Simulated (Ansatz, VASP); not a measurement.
## MgS: VASP beside Ansatz

```
Mg S
1.0
     0.00000    2.80228    2.80228
     2.80228    0.00000    2.80228
     2.80228    2.80228    0.00000
Mg S
1 1
Direct
  0.00000 0.00000 0.00000
  0.75000 0.75000 0.75000
```

Alike in both runs: task single point; functional r2SCAN; k mesh 6 × 6 × 6; no spin polarisation.

|  | VASP | Ansatz |
| --- | --- | --- |
| version | VASP 6.6.1 | Ansatz 0.2.0 |
| potentials or method | VASP PAW PBE potentials, release 64 (Mg, S) | plane waves, PAW |
| plane-wave cutoff (eV) | 520 | 500 |
| occupations | gaussian, width 0.01 eV | fixed |
| valence electrons in the cell | 8 | 16 |

VASP gave:

- gap on the k mesh at the Fermi level (eV): 4.29
- pressure (GPa): 1.7

Question: What did Ansatz give for the same quantities?

Answer: gap on the k mesh at the Fermi level (eV): 4.30; pressure (GPa): 2.0.

The two sets of potentials don't hold the same shells in valence.

Caveats: the PAW data sets were made with another functional, which shifts forces and pressure a little (VASP). r2SCAN opens gaps a little over a GGA but as a rule still falls short of measured ones. A k mesh can miss the band edges.
